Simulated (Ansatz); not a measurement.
Theory: Ansatz 0.2.0, DFT PBE, scalar-relativistic, plane waves, PAW. All cells share a 420 eV cutoff and Γ-centred k meshes spaced at most about 0.3 Å⁻¹ (about 0.25 or finer for metals, 2π included). No spin polarisation.

These are static total energies at zero pressure.

Two forms of Zn4O were relaxed alike.

A.

Space group P3m1 (No. 156). a = 3.040 Å, b = 3.040 Å, c = 9.037 Å, α = 90.00°, β = 90.00°, γ = 120.00°
```
atom  site  symmetry       x       y       z
  Zn    1a       3m.  0.0000  0.0000  0.0188
  Zn    1b       3m.  0.3333  0.6667  0.7000
  Zn    1c       3m.  0.6667  0.3333  0.4634
  Zn    1b       3m.  0.3333  0.6667  0.2363
   O    1a       3m.  0.0000  0.0000  0.8061
```

B.

Space group P31m (No. 157). a = 4.590 Å, b = 4.590 Å, c = 5.343 Å, α = 90.00°, β = 90.00°, γ = 120.00°
```json
{"atom": "Zn", "site": "3c", "symmetry": "..m", "x": "0.3482", "y": "0.0000", "z": "0.6493"}
{"atom": "Zn", "site": "1a", "symmetry": "3.m", "x": "0.0000", "y": "0.0000", "z": "0.2528"}
{"atom": "O", "site": "1a", "symmetry": "3.m", "x": "0.0000", "y": "0.0000", "z": "0.9033"}
```

**Question.** Which would you expect to be lower, and how large is the difference?

**Answer.** A is lower, by 141 meV/atom. A has space group P3m1 (No. 156), 14.5 Å³/atom and no gap on its mesh; B has space group P31m (No. 157), 19.5 Å³/atom and no gap. Counting Zn atoms around O (those within 1.25 times the shortest such distance or 1.15 times the sum of covalent radii, 1.27 where that leaves under three; a plus sign parts nearer from farther groups), A has O 4 and B has O 1+3. The denser one is the lower, and pressure would at first widen the difference. In A, Zn on its first site has 1 O at 1.92 Å, 3 Zn at 2.64 Å and 6 Zn at 3.04 Å; Zn on its second site is surrounded by 3 O at 2.00 Å, 3 Zn at 2.77 Å and 6 Zn at 3.04 Å; O is surrounded by 4 Zn at 1.92–2.00 Å; 2 more sites not described. In B, Zn on a site of symmetry m has 1 O at 2.10 Å and 7 Zn at 2.59–2.77 Å; Zn on a site of symmetry 3m has 1 O at 1.87 Å and 3 Zn at 2.65 Å; O has 1 Zn at 1.87 Å and 3 Zn at 2.10 Å. Both come from invented guesses.

Cells relaxed within their symmetry can be saddle points.
